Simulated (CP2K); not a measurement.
Runs of CP2K 2026.2 on BaTe. Symmetry: Fm-3m, No. 225, cubic system. The conventional cell has a = 6.820 Å, b = 6.820 Å, c = 6.820 Å, α = 90.00°, β = 90.00°, γ = 90.00°. Around Ba (site symmetry m-3m) lie 6 Te at 3.41 Å. Te (site symmetry m-3m) has 6 Ba at 3.41 Å as nearest neighbours. 

| task | level | potentials or basis | smearing | EPS_DEFAULT | NGRIDS | CUTOFF of the grids | points a segment of the path (NPOINTS) | bands added on the path | gap on the mesh (eV) | pressure (GPa) |
| --- | --- | --- | --- | --- | --- | --- | --- | --- | --- | --- |
| band structure | TB-mBJ | POTENTIAL_UZH Ba GTH-PBE-q10, Te GTH-PBE-q6; TZVP-MOLOPT-PBE-GTH basis | fermi-dirac 0.05 eV | 1.0E-10 | 4 | 675 Ry | 8 | 2 | (a) | - |
| band structure | PBE | POTENTIAL_UZH Ba GTH-PBE-q10, Te GTH-PBE-q6; TZVP-MOLOPT-PBE-GTH basis | fermi-dirac 0.05 eV | 1.0E-9 | 5 | 450 Ry | 8 | 6 | 1.39 | (b) |
| band structure | r2SCAN | POTENTIAL_UZH Ba GTH-SCAN-q10, Te GTH-SCAN-q6; TZVP-MOLOPT-SCAN-GTH basis | fermi-dirac 0.01 eV | 1.0E-10 | 5 | 675 Ry | 10 | 2 | 2.05 | 4.7 |
| band structure | LDA | GTH_POTENTIALS Ba GTH-PADE-q10, Te GTH-PADE-q6; TZVP-MOLOPT-PBE-GTH basis | fermi-dirac 0.01 eV | 1.0E-9 | 5 | 450 Ry | 6 | 6 | (c) | 1.0 |
| band structure | PBEsol | POTENTIAL_UZH Ba GTH-PBE-q10, Te GTH-PBE-q6; TZVP-MOLOPT-PBE-GTH basis | fermi-dirac 0.1 eV | 1.0E-9 | 5 | 450 Ry | 6 | 2 | 1.24 | 2.8 |

Alike in all rows: no spin polarisation; cell as given; k mesh 7 × 7 × 7.

Q: Fill in the values left out.

A: (a) 1.54; (b) 4.3; (c) 1.30.

Caveats: spin-orbit coupling is left out, which moves the levels of the heavy elements; the basis of atomic orbitals isn't converged, which shifts pressures, moduli and gaps; the potentials were made for another functional, which shifts forces and pressure (some runs); this is a model potential without an energy functional, so only levels have meaning (some runs).

A k mesh can miss the band edges, and the runs leave out spin-orbit coupling on Ba, Te.
